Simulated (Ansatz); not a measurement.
## Relaxation of Ba

Theory: Ansatz 0.2.0, DFT PBE, scalar-relativistic, plane waves, PAW. Settings: 420 eV cutoff, 6×8×6 k-mesh, Gaussian smearing of 0.10 eV, no spin polarisation.

What was changed: biaxial strain in the a-b plane, c and atoms relaxed: +2.0 %.

Input:

```yaml
crystal:
  lattice:
    - [7.248697103, 0.0, 0.0]
    - [0.0, 5.1009775966, 0.0]
    - [0.0, 0.0, 7.028182411]
  atoms:
    - { symbol: Ba, position: [0.5, 0.7501759962, 0.25] }
    - { symbol: Ba, position: [0.5, 0.2498240038, 0.75] }
    - { symbol: Ba, position: [0.0, 0.2501759962, 0.25] }
    - { symbol: Ba, position: [0.0, 0.7498240038, 0.75] }
basis:
  ecutwfc: 420
kpoints:
  mp_grid: { grid: [6, 8, 6] }
hamiltonian:
  xc: pbe
scf:
  occupations: { method: gaussian, width: 0.1 }
output:
  forces: true
  stress: true
  eigenvalues: true
relax:
  adjacent_minimum: "off"
  f_tol: 0.008
  max_steps: 40
  cell: { stress_tol: 0.05, fix: [a, b, gamma] }
```

F is the free energy. Steps run on the plane waves of an earlier cell, but the last one, and at times one on the way, on a freshly chosen basis, so a repeated geometry can differ a little in energy. The held parts of the cell keep their stress, so P needn't end at zero.

Steps:

```json
{"step": "1", "F − F(1) (eV)": "0.0000", "largest force component (eV/Å)": "0.001", "V (Å³/atom)": "64.968", "P (GPa)": "-0.24"}
{"step": "2", "F − F(1) (eV)": "-0.0002", "largest force component (eV/Å)": "0.001", "V (Å³/atom)": "65.054", "P (GPa)": "-0.25"}
{"step": "3", "F − F(1) (eV)": "-0.0003", "largest force component (eV/Å)": "0.001", "V (Å³/atom)": "65.275", "P (GPa)": "-0.27"}
{"step": "4", "F − F(1) (eV)": "-0.0003", "largest force component (eV/Å)": "0.001", "V (Å³/atom)": "65.275", "P (GPa)": "-0.27"}
```

Relaxed structure:

```
CELL_PARAMETERS angstrom
7.24870 0.00000 0.00000
0.00000 5.10098 0.00000
0.00000 0.00000 7.06149
ATOMIC_POSITIONS crystal
Ba 0.50000 0.75011 0.25000
Ba 0.50000 0.24989 0.75000
Ba 0.00000 0.25011 0.25000
Ba 0.00000 0.74989 0.75000
```

Symmetry: Fmmm, No. 69, orthorhombic system. Conventional cell: a = 5.101 Å, b = 7.061 Å, c = 7.249 Å, α = 90.00°, β = 90.00°, γ = 90.00°. Ba (site symmetry mmm) is surrounded by 8 Ba at 4.35 to 4.43 Å.

The run converged. The run took about 110 core-seconds.